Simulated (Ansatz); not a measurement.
SiNi3 under changes of volume

One of the cells (11.090 Å³/atom); the others are scaled copies at fixed shape and fractional positions:

```
CELL_PARAMETERS angstrom
1.29280 0.74640 7.66199
-1.29280 0.74640 7.66199
0.00000 -1.49280 7.66199
ATOMIC_POSITIONS crystal
Ni 0.25473 0.25473 0.25473
Ni 0.50000 0.50000 0.50000
Ni 0.74527 0.74527 0.74527
Si 0.00000 0.00000 0.00000
```

The cell comes from a database or a generator and needn't be the stable form of this composition.

```yaml
Program: Ansatz 0.2.0
Functional: LDA
Potentials_or_basis: Ansatz PAW
Cutoff: "420 eV (not typed: the program's choice for these potentials)"
k_mesh: 12 × 12 × 12
Occupations: fermi-dirac, width 0.05 eV
Spin: collinear spin, ferromagnetic start
Starting_moments: "[1.0, 1.0, 1.0, 0.0] μB"
```

```csv
volume (Å³/atom),energy over the lowest point (meV/atom),pressure (GPa),moment (μB per cell),largest force (eV/Å)
10.425,0.00,-0.1,0.00,0.099
10.647,3.60,-4.8,0.00,0.026
10.868,?,?,?,?
11.090,28.25,-12.5,0.20,0.107
11.312,47.87,-15.7,0.32,0.165
11.534,71.62,-18.5,0.41,0.217
11.756,99.04,-20.9,0.47,0.264
```

Task: What does the run at 10.868 Å³/atom give?

Result: Energy over the lowest point 13.26 meV/atom; pressure -8.9 GPa; moment 0.00 μB per cell; largest force 0.043 eV/Å.

Worked out: A Birch-Murnaghan fit of order 3 (a polynomial in V^(-2/3)) to the other rows has its minimum at 10.41 Å³/atom, just outside them, with B0 = V·E''(V) = 234 GPa and B' = 5.0 at fixed shape and positions, which overstates the stiffness. It gives 13.25 meV/atom at 10.868 Å³/atom, against the run's 13.26, and -dE/dV = -9.0 GPa, against -8.9. A parabola through the other rows of the moment, of slope 0.367 μB per Å³/atom there, gives 0.12 μB, against the run's 0.00. The fit is too stiff a form for this range.

Energies are extrapolated to zero smearing.

Caveats: the PAW data sets come from PBE, with cores solved anew for the run's functional, which leaves a small shift of forces and pressure; the starting moments weren't kept (some runs).
